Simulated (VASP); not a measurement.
# WSe2 (P6_3/mmc) in VASP: core levels with PBEsol

Aim: the core levels of WSe2 with PBEsol.

Program: VASP 6.6.1. These are calculated values, not measurements. Logs are shortened: lines on timing, memory, paths and dates and some standing lists are left out, and cuts for length are marked.

**Measured values to compare with.**

From “Time-resolved XUV ARPES with tunable 24–33 eV laser pulses at 30 meV resolution”, 2019, pmc:6684652, for a bulk crystal of WSe2: band gap 1.3 eV (indirect).

The results are compared with them further down.

## 1. The crystal as given

It takes space group P6_3/mmc (No. 194, hexagonal). Conventional cell: a = 3.290 Å, b = 3.290 Å, c = 12.970 Å, α = 90.00°, β = 90.00°, γ = 120.00°. W (site symmetry -6m2) is surrounded by 6 Se at 2.53 Å. Se (site symmetry 3m) is surrounded by 3 W at 2.53 Å.

## 2. Core levels, PBEsol, collinear spin, ferromagnetic start

Input file INCAR:

```
SYSTEM = WSe2
  PREC = Accurate
  ENCUT = 520
  EDIFF = 1E-7
  ISMEAR = -1
  SIGMA = 0.02
  LREAL = .False.
  LASPH = .True.
  NELM = 100
  ALGO = Normal
  ISIF = 2
  LWAVE = .False.
  LCHARG = .False.
  ISPIN = 2
  MAGMOM = 2 2 0 0 0 0
  LORBIT = 11
  LMAXMIX = 4
  GGA = PS
  ICORELEVEL = 1
```

Input file KPOINTS:

```
regular mesh
0
Gamma
  8 8 2
  0 0 0
```

Input file POSCAR:

```
WSe2
1.0
    3.2900000000      0.0000000000      0.0000000000
   -1.6450000000      2.8492235785      0.0000000000
    0.0000000000      0.0000000000     12.9700000000
W Se
2 4
Direct
    0.3333333333      0.6666666667      0.2500000000
    0.6666666667      0.3333333333      0.7500000000
    0.3333333333      0.6666666667      0.6210000000
    0.6666666667      0.3333333333      0.1210000000
    0.3333333333      0.6666666667      0.8790000000
    0.6666666667      0.3333333333      0.3790000000
```

Potentials or basis: VASP PAW PBE potentials, release 64 (W_sv, Se).

The run is started by

```bash
$ cat potpaw_PBE.64/W_sv/POTCAR potpaw_PBE.64/Se/POTCAR > POTCAR
$ mpirun -np 1 vasp_std > vasp.out
```

OUTCAR:

```text
SYSTEM = WSe2
   PREC = Accurate
   ENCUT = 520
   EDIFF = 1E-7
   ISMEAR = -1
   LREAL = .False.
   LASPH = .True.
   NELM = 100
   ISIF = 2
   ISPIN = 2
   LORBIT = 11
   GGA = PS

 ion  position               nearest neighbor table
   1  0.333  0.667  0.250-   4 2.53   6 2.53   4 2.53   6 2.53   4 2.53   6 2.53
   2  0.667  0.333  0.750-   3 2.53   5 2.53   3 2.53   5 2.53   3 2.53   5 2.53
   3  0.333  0.667  0.621-   2 2.53   2 2.53   2 2.53
   4  0.667  0.333  0.121-   1 2.53   1 2.53   1 2.53
   5  0.333  0.667  0.879-   2 2.53   2 2.53   2 2.53
   6  0.667  0.333  0.379-   1 2.53   1 2.53   1 2.53

  LATTYP: Found a hexagonal cell.
 ALAT       =     3.2900000000
 C/A-ratio  =     3.9422492401

  Lattice vectors:

 A1 = (   3.2900000000,   0.0000000000,   0.0000000000)
 A2 = (  -1.6450000000,   2.8492235785,   0.0000000000)
 A3 = (   0.0000000000,   0.0000000000,  12.9700000000)

Analysis of symmetry for initial positions (statically):
=====================================================================
 Subroutine PRICEL returns:
 Original cell was already a primitive cell.

 Routine SETGRP: Setting up the symmetry group for a
 hexagonal supercell.

 Subroutine GETGRP returns: Found 24 space group operations
 (whereof 12 operations were pure point group operations)
 out of a pool of 24 trial point group operations.

The static configuration has the point symmetry D_3d.
 The point group associated with its full space group is D_6h.

Analysis of symmetry for dynamics (positions and initial velocities):
=====================================================================
 Subroutine PRICEL returns:
 Original cell was already a primitive cell.

 Routine SETGRP: Setting up the symmetry group for a
 hexagonal supercell.

 Subroutine GETGRP returns: Found 24 space group operations
 (whereof 12 operations were pure point group operations)
 out of a pool of 24 trial point group operations.

The dynamic configuration has the point symmetry D_3d.
 The point group associated with its full space group is D_6h.

Analysis of structural, dynamic, and magnetic symmetry:
=====================================================================
 Subroutine PRICEL returns:
 Original cell was already a primitive cell.

 Routine SETGRP: Setting up the symmetry group for a
 hexagonal supercell.

 Subroutine GETGRP returns: Found 24 space group operations
 (whereof 12 operations were pure point group operations)
 out of a pool of 24 trial point group operations.

The overall configuration has the point symmetry D_3d.
 The point group associated with its full space group is D_6h.

 Subroutine INISYM returns: Found 24 space group operations
 (whereof 12 operations are pure point group operations),
 and found     1 'primitive' translations

----------------------------------------------------------------------------------------

                                     Primitive cell

  volume of cell :     121.5801

  direct lattice vectors                    reciprocal lattice vectors
     3.290000000  0.000000000  0.000000000     0.303951368  0.175486404  0.000000000
    -1.645000000  2.849223579  0.000000000     0.000000000  0.350972808  0.000000000
     0.000000000  0.000000000 12.970000000     0.000000000  0.000000000  0.077101002

  length of vectors
     3.290000000  3.290000000 12.970000000     0.350972808  0.350972808  0.077101002

  position of ions in fractional coordinates (direct lattice)
     0.333333333  0.666666667  0.250000000
     0.666666667  0.333333333  0.750000000
     0.333333333  0.666666667  0.621000000
     0.666666667  0.333333333  0.121000000
     0.333333333  0.666666667  0.879000000
     0.666666667  0.333333333  0.379000000

  ion indices of the primitive-cell ions
   primitive index   ion index
                 1           1
                 2           2
                 3           3
                 4           4
                 5           5
                 6           6

----------------------------------------------------------------------------------------

[... 49 lines left out ...]
   dimension x,y,z NGX =    24 NGY =   24 NGZ =   96
   dimension x,y,z NGXF=    48 NGYF=   48 NGZF=  192
   ions per type =               2   4
   NGX,Y,Z   is equivalent  to a cutoff of  12.13, 12.13, 12.31 a.u.
   NGXF,Y,Z  is equivalent  to a cutoff of  24.25, 24.25, 24.61 a.u.
 SYSTEM =  WSe2
   PREC   = accura    normal or accurate (medium, high low for compatibility)
   ISTART =      0    job   : 0-new  1-cont  2-samecut
   ICHARG =      2    charge: 1-file 2-atom 10-const
   ISPIN  =      2    spin polarized calculation?
   LNONCOLLINEAR =      F non collinear calculations
   LSORBIT =      F    spin-orbit coupling
   LASPH  =      T    aspherical Exc in radial PAW
   ENCUT  =  520.0 eV  38.22 Ry    6.18 a.u.   6.12  6.12 24.12*2*pi/ulx,y,z
   NELM   =    100;   NELMIN=  2; NELMDL= -5     # of ELM steps
   EDIFF  = 0.1E-06   stopping-criterion for ELM
[... 8 lines left out ...]
   TEBEG  =    0.0;   TEEND  =   0.0 temperature during run
   PSTRESS=    0.0 pullay stress
   NELECT =      52.0000    total number of electrons
   NUPDOWN=      -1.0000    fix difference up-down
   EMIN   =  10.00;   EMAX   =-10.00  energy-range for DOS
   EFERMI =   0.00;   METHOD = LEGACY
   ISMEAR =    -1;   SIGMA  =   0.02  broadening in eV -4-tet -1-fermi 0-gaus
   EFERMI_NEDOS =   21; number of points for ismear=-14 and -15
   IALGO  =     38    algorithm
   IMIX   =      4    mixing-type and parameters
     AMIX     =   0.40;   BMIX     =  1.00
     AMIX_MAG =   1.60;   BMIX_MAG =  1.00
  volume/ion in A,a.u.               =      20.26       136.74
  Fermi-wavevector in a.u.,A,eV,Ry     =   1.233451  2.330884 20.699914  1.521401
  Thomas-Fermi vector in A             =   2.368180
   LORBIT       =     11    0 simple, 1 ext, 2 COOP (PROOUT), +10 PAW based schemes
   GGA     = PS    functional components
   LHFCALC =     F    Hartree Fock is set to
   AEXX    =    0.0000 exact exchange contribution
   IVDW    =     0    specifies the selected vdW correction
   LEPSILON=     F    determine dielectric tensor
   LRPA    =     F    only Hartree local field effects (RPA)
 spin polarized calculation
  energy-cutoff  :      520.00
  volume of cell :      121.58
 maximum number of plane-waves:      3306
   NGX = 13   NGY = 13   NGZ = 49

 number of electron      51.9999991 magnetization       0.0000159

 Free energy of the ion-electron system (eV)
  ---------------------------------------------------
  ext. energy  EPLUGINS =         0.00000000
  ---------------------------------------------------
  free energy    TOTEN  =       -46.54207824 eV

  energy without entropy =      -46.54207824  energy(sigma->0) =      -46.54207824

 the core state eigenenergies are
   1-  1s -69457.2835  2s -11977.8069  2p -10471.4143  3s  -2750.3920  3p  -2304.5052
       3d  -1792.4672  4s   -558.8225  4p   -412.6064  4d   -227.4832  4f    -22.3742

   2-  1s -69457.2835  2s -11977.8069  2p -10471.4143  3s  -2750.3920  3p  -2304.5052
       3d  -1792.4672  4s   -558.8225  4p   -412.6064  4d   -227.4832  4f    -22.3742

   3-  1s -12491.5442  2s  -1595.0699  2p  -1401.4154  3s   -201.8333  3p   -141.3074
       3d    -41.5002
   4-  1s -12491.5442  2s  -1595.0699  2p  -1401.4154  3s   -201.8333  3p   -141.3074
       3d    -41.5002
   5-  1s -12491.5442  2s  -1595.0699  2p  -1401.4154  3s   -201.8333  3p   -141.3074
       3d    -41.5002
   6-  1s -12491.5442  2s  -1595.0699  2p  -1401.4154  3s   -201.8333  3p   -141.3074
       3d    -41.5002

 E-fermi :   6.6026     XC(G=0): -10.9110

 val. band max:        6.1340730589   @ k =   0.0000   0.0000   0.0000
 cond. band min:       7.1795050519   @ k =   0.2500   0.1250   0.0000
 fundamental gap:      1.0454319930
 Fermi energy:         6.6026270254

 spin component 1

 k-point     1 :       0.0000    0.0000    0.0000
  band No.  band energies     occupation
      1     -68.1587      1.00000
      2     -68.1587      1.00000
      3     -32.4073      1.00000
      4     -32.4073      1.00000
      5     -32.2763      1.00000
      6     -32.2763      1.00000
[... 265 lines left out ...]
     20       2.6815      1.00000
     21       3.4433      1.00000

 Fermi energy:         6.6026270254

 spin component 2

 k-point     1 :       0.0000    0.0000    0.0000
  band No.  band energies     occupation
      1     -68.1587      1.00000
      2     -68.1587      1.00000
      3     -32.4073      1.00000
      4     -32.4073      1.00000
      5     -32.2763      1.00000
      6     -32.2763      1.00000
[... 709 lines left out ...]
     32       9.1575      0.00000
     33      10.4044      0.00000

------------------------ aborting loop because EDIFF is reached ----------------------------------------

  FORCE on cell =-STRESS in cart. coord.  units (eV):
  Direction    XX          YY          ZZ          XY          YZ          ZX
  --------------------------------------------------------------------------------------
  -------------------------------------------------------------------------------------
  Total       -0.9412857     -0.9412857     -0.0138619      0.0000000      0.0000000     -0.0000000
  in kB      -12.4042246    -12.4042246     -0.1826718      0.0000000      0.0000000     -0.0000000
  external PRESSURE =      -8.3303736 kB  Pullay stress =       0.0000000 kB

 VOLUME and BASIS-vectors are now :
 -----------------------------------------------------------------------------
  energy-cutoff  :      520.00
  volume of cell :      121.58
      direct lattice vectors                 reciprocal lattice vectors
     3.290000000  0.000000000  0.000000000     0.303951368  0.175486404  0.000000000
    -1.645000000  2.849223579  0.000000000     0.000000000  0.350972808  0.000000000
     0.000000000  0.000000000 12.970000000     0.000000000  0.000000000  0.077101002

 POSITION                                       TOTAL-FORCE (eV/Angst)
 -----------------------------------------------------------------------------------
     -0.00000      1.89948      3.24250         0.000000      0.000000     -0.000000
      1.64500      0.94974      9.72750        -0.000000     -0.000000     -0.000000
     -0.00000      1.89948      8.05437         0.000000      0.000000      0.071453
      1.64500      0.94974      1.56937        -0.000000     -0.000000      0.071453
     -0.00000      1.89948     11.40063        -0.000000      0.000000     -0.071453
      1.64500      0.94974      4.91563        -0.000000     -0.000000     -0.071453
 -----------------------------------------------------------------------------------
    total drift:                               -0.000000      0.000000     -0.000000

  FREE ENERGIE OF THE ION-ELECTRON SYSTEM (eV)
  ---------------------------------------------------
  free  energy   TOTEN  =       -46.5420782379 eV

  energy  without entropy=      -46.5420782379  energy(sigma->0) =      -46.54207824

 total charge

# of ion       s       p       d       tot
------------------------------------------
    1        2.313   6.281   3.393  11.987
    2        2.313   6.281   3.393  11.987
    3        1.476   2.341   0.072   3.889
    4        1.476   2.341   0.072   3.889
    5        1.476   2.341   0.072   3.889
    6        1.476   2.341   0.072   3.889
--------------------------------------------------
tot         10.532  21.926   7.072  39.529

 magnetization (x)

# of ion       s       p       d       tot
------------------------------------------
    1       -0.000  -0.000  -0.000  -0.000
    2       -0.000  -0.000  -0.000  -0.000
    3       -0.000   0.000  -0.000   0.000
    4       -0.000   0.000  -0.000   0.000
    5       -0.000   0.000  -0.000   0.000
    6       -0.000   0.000  -0.000   0.000
--------------------------------------------------
tot         -0.000   0.000  -0.000  -0.000
```

Wall time 74 s (1 thread of Intel Xeon 6975P-C (Granite Rapids), shared host); peak memory 0.33 GiB.

What came out:

```yaml
Free_energy: -46.5421 eV
Pressure: -0.8 GPa
Largest_force: 0.071 eV/Å
Band_gap_on_the_k_mesh: 1.05 eV, indirect (least direct gap 1.88 eV)
Net_moment: 0.00 μB per cell
Valence_electrons_inside_the_program's_atomic_spheres: W 11.99; Se 3.89
```

Forces on the atoms (eV/Å):
```
W    0.000  0.000  0.000
W    0.000  0.000  0.000
Se   0.000  0.000  0.071
Se   0.000  0.000  0.071
Se   0.000  0.000 -0.071
Se   0.000  0.000 -0.071
```

Stress tensor (GPa, compression positive):
```
-1.24  0.00  0.00
 0.00 -1.24  0.00
 0.00  0.00 -0.02
```

Core levels (eV, on the scale of the bands):
| atom | levels |
| --- | --- |
| 1 W | 1s -69457.3, 2s -11977.8, 2p -10471.4, 3s -2750.4, 3p -2304.5, 3d -1792.5, 4s -558.8, 4p -412.6, 4d -227.5, 4f -22.4 |
| 2 W | 1s -69457.3, 2s -11977.8, 2p -10471.4, 3s -2750.4, 3p -2304.5, 3d -1792.5, 4s -558.8, 4p -412.6, 4d -227.5, 4f -22.4 |
| 3 Se | 1s -12491.5, 2s -1595.1, 2p -1401.4, 3s -201.8, 3p -141.3, 3d -41.5 |
| 4 Se | 1s -12491.5, 2s -1595.1, 2p -1401.4, 3s -201.8, 3p -141.3, 3d -41.5 |
| 5 Se | 1s -12491.5, 2s -1595.1, 2p -1401.4, 3s -201.8, 3p -141.3, 3d -41.5 |
| 6 Se | 1s -12491.5, 2s -1595.1, 2p -1401.4, 3s -201.8, 3p -141.3, 3d -41.5 |

Caveat: the PAW data sets were made with another functional, which shifts forces and pressure a little; spin-orbit coupling is left out, which moves the levels of the heavy elements; this functional lacks dispersion, which binds the layers, so the pressure and a relaxed spacing across them are unreliable.

## 3. How close it comes

Step 2. A measured gap of WSe2 is 1.3 eV (indirect; “Time-resolved XUV ARPES with tunable 24–33 eV laser pulses at 30 meV resolution”, 2019, pmc:6684652); the calculated 1.05 eV misses it by -0.25 eV. Spin-orbit coupling on Se, W is left out. The value is that of PBEsol on a finite k mesh, which can miss the band edges, without temperature or zero-point motion. Semilocal functionals fall short of measured gaps as a rule.
